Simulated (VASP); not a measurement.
Runs of VASP 6.6.1 on Cd. The structure is cubic, space group Fm-3m (No. 225). Conventional cell: a = 4.436 Å, b = 4.436 Å, c = 4.436 Å, α = 90.00°, β = 90.00°, γ = 90.00°. Cd (site symmetry m-3m) is surrounded by 12 Cd at 3.14 Å. This isn't the form of Cd at room conditions, which is hcp.

```csv
task,level,potentials or basis,spin,cell,k mesh,cutoff (eV),smearing,monkhorst-Pack mesh,grid for exact exchange (PRECFOCK),exchange at q = 0,other keys,mesh quality,gap on the mesh (eV),pressure (GPa)
band structure,revTPSS+D3,"VASP PAW PBE potentials, release 64 (Cd_sv_GW)","SOC, no magnetisation",as given,7 × 7 × 7,600,tetrahedron,yes,-,-,shifted = yes; ISMEAR = -5; SIGMA = 0.2,not flagged,-,(a)
single point,RPBE,"VASP PAW PBE potentials, release 64 (Cd)",off,as given,10 × 10 × 10,520,gaussian 0.05 eV,-,-,-,-,not flagged,none,5.3
optical spectrum,PBE0+TS,"VASP PAW PBE potentials, release 64 (Cd)",off,volume scaled by 0.88,5 × 5 × 5,520,gaussian 0.1 eV,-,Fast,default,-,coarse,(b),2.7
electric field gradients,PBE0,"VASP PAW PBE potentials, release 64 (Cd)",off,cell strained at random at fixed volume,5 × 5 × 5,520,methfessel-paxton 0.1 eV,-,Fast,default,-,coarse,none,0.8
density of states,r2SCAN,"VASP PAW PBE potentials, release 64 (Cd)",off,volume scaled by 1.04,10 × 10 × 10,520,methfessel-paxton 0.1 eV,-,-,-,-,not flagged,none,-1.6
```

Task: Estimate the missing entries.

Result: (a) -6.1; (b) 1.02.

Caveats: some runs use coarse meshes; the PAW data sets were made with another functional, which shifts forces and pressure a little; spectra need much finer meshes, so this one isn't converged (some runs); independent-particle spectra lack excitons (some runs); an odd mesh through Γ misses points on the zone boundary, where band edges often lie (some runs).

A k mesh can miss the band edges, and rows without SOC leave out spin-orbit coupling on Cd.

A gap of «none» marks a metal or a gap under the smearing width.

The runs don't all hold the same shells in valence.

Runs at the PBE level aren't shown here.
